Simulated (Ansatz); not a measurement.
MnO under changes of volume

One of the cells (14.624 Å³/atom); the others are scaled copies at fixed shape and fractional positions:

```xyz
2
Lattice="2.9910 -1.7284 0.0000 2.9910 1.7284 0.0000 -1.9978 0.0000 2.8289" Properties=species:S:1:pos:R:3 pbc="T T T"
Mn    1.9919    0.0000    1.4163
O     3.9872    0.0000    0.7054
```

The cell comes from a database or a generator and needn't be the stable form of this composition.

* Program: Ansatz 0.2.0
* Functional: PBE0
* Potentials or basis: Ansatz PAW
* Cutoff: 420 eV (not typed: the program's choice for these potentials)
* k mesh: 6 × 6 × 6
* Occupations: fermi-dirac, width 0.05 eV
* Spin: collinear spin, ferromagnetic start
* Starting moments: [4.0, 0.0] μB

| volume (Å³/atom) | energy over the lowest point (meV/atom) | pressure (GPa) | gap on the mesh (eV) | largest force (eV/Å) |
| --- | --- | --- | --- | --- |
| 13.764 | 0.00 | -0.6 | 0.98 | 0.002 |
| 14.050 | 3.11 | -3.0 | 1.02 | 0.002 |
| 14.337 | 10.45 | -5.1 | 1.06 | 0.003 |
| 14.624 | ? | ? | ? | ? |
| 14.911 | 35.51 | -8.8 | 1.13 | 0.005 |
| 15.197 | 52.54 | -10.3 | 1.16 | 0.006 |

Task: What does the run at 14.624 Å³/atom give?

Result: Energy over the lowest point 21.37 meV/atom; pressure -7.0 GPa; gap on the mesh 1.09 eV; largest force 0.004 eV/Å.

Worked out: A Birch-Murnaghan fit of order 3 (a polynomial in V^(-2/3)) to the other rows has its minimum at 13.71 Å³/atom, just outside them, with B0 = V·E''(V) = 126 GPa and B' = 4.7 at fixed shape and positions, which overstates the stiffness. It gives 21.35 meV/atom at 14.624 Å³/atom, against the run's 21.37, and -dE/dV = -7.0 GPa, against -7.0. A straight line through the other rows of the gap, of slope 1.82 eV per unit of ln V (its deformation potential), gives 1.09 eV, against the run's 1.09.

Energies are extrapolated to zero smearing.

Caveats: the magnetic or orbital state may not be the lowest; a cell with one magnetic atom can't hold antiferromagnetic order, which such compounds often take; the PAW data sets come from PBE, with cores solved anew for the run's functional, which leaves a small shift of forces and pressure; the thresholds are loose for stress.
